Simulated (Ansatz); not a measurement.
## CdF2: from a migration barrier to a jump rate

Level of theory: Ansatz, DFT PBE+D3(BJ), scalar-relativistic, plane waves, PAW. Cutoff 420 eV, Γ-centred 4×4×4 k-points, Gaussian smearing of 0.05 eV. No spin polarisation.

In a supercell of 24 sites an atom of Cd jumps into a neighbouring Cd vacancy, a = 3.85 Å from site to site in the perfect crystal, in a neutral cell. The half-way point, relaxed in its symmetry, lies 1.984 eV above the relaxed vacancy. Take it as the barrier; the order of the saddle wasn't checked, and the cell is small.

**Question.** With an assumed attempt frequency of 10¹³ s⁻¹, how often does the jump happen, and how fast does the vacancy diffuse?

**Answer.** Transition-state theory gives Γ = ν exp(−E/k_BT), and one such jump direction contributes Γa²/6 to the vacancy's diffusion coefficient averaged over directions:

| T (K) | E/k_BT | Γ (1/s) | Γa²/6 (cm²/s) |
| --- | --- | --- | --- |
| 300 | 76.7 | 4.7 × 10^-21 | 1.2 × 10^-36 |
| 600 | 38.4 | 2.2 × 10^-4 | 5.4 × 10^-20 |
| 1000 | 23.0 | 1.0 × 10^3 | 2.5 × 10^-13 |
| 1500 | 15.3 | 2.2 × 10^6 | 5.3 × 10^-10 |

The rate reaches one jump a second at T = E/(k_B ln 10¹³) = 769 K. The number of equivalent jumps multiplies D if they link up through the crystal; a hop between two sites alone gives no long-range diffusion, which then waits on a higher barrier. In either case the atoms' own diffusion carries the vacancy concentration and a correlation factor besides. Rows above the melting point are formal, and so are rows where E/k_BT falls under about 3, since the theory needs rare jumps.

**Question.** How much does an error of 0.1 eV in the barrier matter?

**Answer.** It multiplies the rate by exp(0.1 eV/k_BT): 48 at 300 K and 3.2 at 1000 K, more than the usual doubt about ν at low temperature.

Cost: 2 runs of about 27 core-minutes in all, on Arm Neoverse N1 (shared hosts).